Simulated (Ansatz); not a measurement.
## MgS: where the heat goes in a short trajectory

Theory: DFT PBE, scalar-relativistic, plane waves, PAW in Ansatz. Cutoff 420 eV, shifted (0.5, 0.5, 0.5 steps) 2×2×2 k-points, Fermi–Dirac smearing of 0.039 eV. The mesh is coarse. No spin polarisation.

16 atoms start on the lattice sites below (V = 284.6 Å³, 1.01 times the source cell's; static pressure 0.40 GPa, largest force component 0.00 eV/Å) with velocities drawn for 450 K; constant energy, fixed cell, 82 steps of 6 fs.

```
Mg S
1.0
     5.22059    0.00000   -5.22059
     0.00000    5.22059   -5.22059
     5.22059    5.22059    0.00000
Mg S
8 8
Direct
  0.50000 0.50000 0.00000
  0.50000 0.50000 0.50000
  0.50000 0.00000 0.00000
  0.50000 0.00000 0.50000
  0.00000 0.50000 0.00000
  0.00000 0.50000 0.50000
  0.00000 0.00000 0.00000
  0.00000 0.00000 0.50000
  0.25000 0.25000 0.75000
  0.25000 0.25000 0.25000
  0.25000 0.75000 0.75000
  0.25000 0.75000 0.25000
  0.75000 0.25000 0.75000
  0.75000 0.25000 0.25000
  0.75000 0.75000 0.75000
  0.75000 0.75000 0.25000
```

| t (fs) | T (K) | kinetic energy (meV/atom) | potential energy over the first frame (meV/atom) | P with the kinetic part (GPa) |
| --- | --- | --- | --- | --- |
| 0.0 | 450 | 54.5 | 0.0 | 0.75 |
| 30.0 | 119 | 14.4 | 40.8 | 1.19 |
| 60.0 | 158 | 19.2 | 35.8 | 1.12 |
| 90.0 | 301 | 36.5 | 18.4 | 0.99 |
| 120.0 | 235 | 28.5 | 26.4 | 1.16 |
| 150.0 | 167 | 20.2 | 34.8 | 1.41 |
| 180.0 | 306 | 37.1 | 17.6 | 0.95 |
| 210.0 | 150 | 18.1 | 37.0 | 1.08 |
| 240.0 | 196 | 23.8 | 31.2 | 1.17 |
| 270.0 | 355 | 43.0 | 11.8 | 1.01 |
| 300.0 | 167 | 20.3 | 34.8 | 0.96 |
| 330.0 | 163 | 19.7 | 35.2 | 1.06 |
| 360.0 | 257 | 31.1 | 23.8 | 1.27 |
| 390.0 | 298 | 36.2 | 18.7 | 0.93 |
| 420.0 | 155 | 18.8 | 36.4 | 1.51 |
| 450.0 | 250 | 30.3 | 24.5 | 1.14 |
| 480.0 | 187 | 22.7 | 32.4 | 1.01 |

T counts 3N − 3 degrees of freedom. Means over every step of the second half, not only the rows shown: T = 229 K, kinetic energy 27.7 meV/atom, potential energy 27.2 meV/atom, P = 1.11 GPa.

Question: Does the potential energy follow equipartition for harmonic vibrations?

Answer: In a harmonic crystal each vibration holds as much potential as kinetic energy on average, here 27.7 meV/atom. The run has 27.2, a ratio of 0.98. That is near one, as for a crystal vibrating about its sites. At constant energy a start from the lattice sites hands about half of the kinetic energy to the potential, so T should settle near 225 K. The time step adds a little: a Verlet scheme lowers a mode's mean kinetic energy against its potential energy by the factor 1 − (ωΔt)²/4. So short a run gives a rough mean.

Question: Split the rise of pressure into the kinetic part and the rest. Can a thermal Grüneisen parameter be estimated?

Answer: The program counts the kinetic part as N k_B T/V = 0.18 GPa. The pressure lies 0.72 GPa over the static one in all, so the forces add 0.54 GPa. For a harmonic mode with ω ∝ V^(−γ) and an amplitude that scales with the cell, the forces add (2γ − 2/3)U/V, which needs no equipartition; when U equals the kinetic energy K, this and the kinetic part 2K/(3V) sum to the Mie–Grüneisen γE_th/V. With U = N × 27.2 meV, γ = 1/3 + V ΔP_forces/(2U) = 1.43, for harmonic vibrations a mean over the modes weighted by their potential energy, for uniform scaling of the cell (in a layered or otherwise anisotropic crystal this differs from γ under hydrostatic pressure). Most solids fall between 1 and 3, and tetrahedral, framework and layered ones often lower; anharmonic motion and pressure swings in a cell of 16 atoms make this value uncertain by tenths or more.

Cost: 1 run of about 5.4 core-minutes (earlier runs that led there not counted), on Intel Xeon 6975P-C (Granite Rapids) (shared hosts).